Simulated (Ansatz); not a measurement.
The system is Te2Mo.

```xyz
12
Lattice="6.3464 0.0000 0.0000 0.0000 3.4942 0.0000 -0.5490 0.0000 14.8562" Properties=species:S:1:pos:R:3 pbc="T T T"
Te    0.1800    1.7471    5.9631
Te    5.6131    0.0000    8.8977
Te    3.4010    0.0000    5.3789
Te    2.3947    1.7471    9.4823
Te    0.5021    0.0000    2.0490
Te    5.2987    1.7471   12.8023
Te    3.6338    1.7471    1.4641
Te    2.1666    0.0000   13.3877
Mo    1.7506    0.0000    7.5295
Mo    4.0433    1.7471    7.3318
Mo    1.1482    1.7471    0.0970
Mo    4.6525    0.0000   14.7535
```

The cell is a database's computed one.

```yaml
Program: Ansatz 0.2.0
Task: relaxation of cell and atoms
Functional: revPBE
Dispersion: D4
Potentials_or_basis: Ansatz PAW
Cutoff: "420 eV (not typed: the program's choice for these potentials)"
k_mesh: 4 × 8 × 2
Occupations: fermi-dirac, width 0.05 eV
Spin: no spin polarisation
```

At the start: volume 27.45 Å³/atom.

Task: How do energy, volume and symmetry change on relaxing?

Result: It ends after 10 steps and the volume is 23.91 Å³/atom (-12.9 %); space group P2_1/m (No. 11, to 0.05 Å).

Step by step:
```
step  energy change (eV)  largest force (eV/Å)  volume (Å³)
   1              0.0000                0.2400       329.45
   2             -0.0978                0.1311       289.39
   3             -0.4752                0.2471       292.55
   4             -0.5608                0.1460       292.41
   5             -0.5870                0.0669       285.96
   6             -0.5913                0.0645       287.28
   7             -0.5922                0.0335       287.26
   8             -0.5930                0.0054       287.07
   9             -0.5931                0.0057       286.93
  10             -0.5866                0.0057       286.93
```

Final structure:
```xyz
12
Lattice="6.3215 0.0000 -0.0845 0.0000 3.4677 0.0000 -0.7446 0.0000 13.0994" Properties=species:S:1:pos:R:3 pbc="T T T"
Te    0.0488    1.7338    5.1263
Te    5.5278    0.0000    7.8887
Te    3.2728    0.0000    4.4496
Te    2.3039    1.7338    8.5654
Te    0.4880    0.0000    2.0532
Te    5.0890    1.7338   10.9616
Te    3.6376    1.7338    1.3628
Te    1.9394    0.0000   11.6521
Mo    1.6420    0.0000    6.6045
Mo    3.9346    1.7338    6.4105
Mo    1.1500    1.7338    0.0890
Mo    4.4270    0.0000   12.9258
```

Caveat: the plane-wave basis is chosen anew once the cell has moved, so the energies of steps on either side of that aren't comparable; the PAW data sets come from PBE, with cores solved anew for the run's functional, which leaves a small shift of forces and pressure.
